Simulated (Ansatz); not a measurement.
**Vibrational response of NbN at 30 GPa**

Computed with DFT PBEsol, scalar-relativistic, plane waves, PAW (Ansatz 0.2.0). Cutoff 420 eV, 16×16×16 k-points (Γ-centred), Fermi-Dirac smearing of 0.15 eV. No spin polarisation. Phonons by linear response, acoustic sum rule imposed.

The cell, relaxed at 30 GPa:
```xyz
2
Lattice="0.0000 2.1357 2.1357 2.1357 0.0000 2.1357 2.1357 2.1357 0.0000" Properties=species:S:1:pos:R:3 pbc="T T T"
Nb    2.1357    2.1357    2.1357
N     0.0000    0.0000    0.0000
```

In a metal, frequencies and elastic constants depend on the k mesh and the smearing, soft modes and shear constants most. Other phases may be more stable at this pressure.

Optical modes at Γ; i marks an imaginary frequency:
```
frequency (THz) degeneracy
          15.05           3
```

All 3 optical modes at Γ are real: no displacement of atoms at fixed cell lowers the energy to second order. Strains and modes at other wave vectors aren't tested by this run.

Cost: 1 run of about 0.24 core-minutes, on Intel Xeon 6975P-C (Granite Rapids) (shared hosts).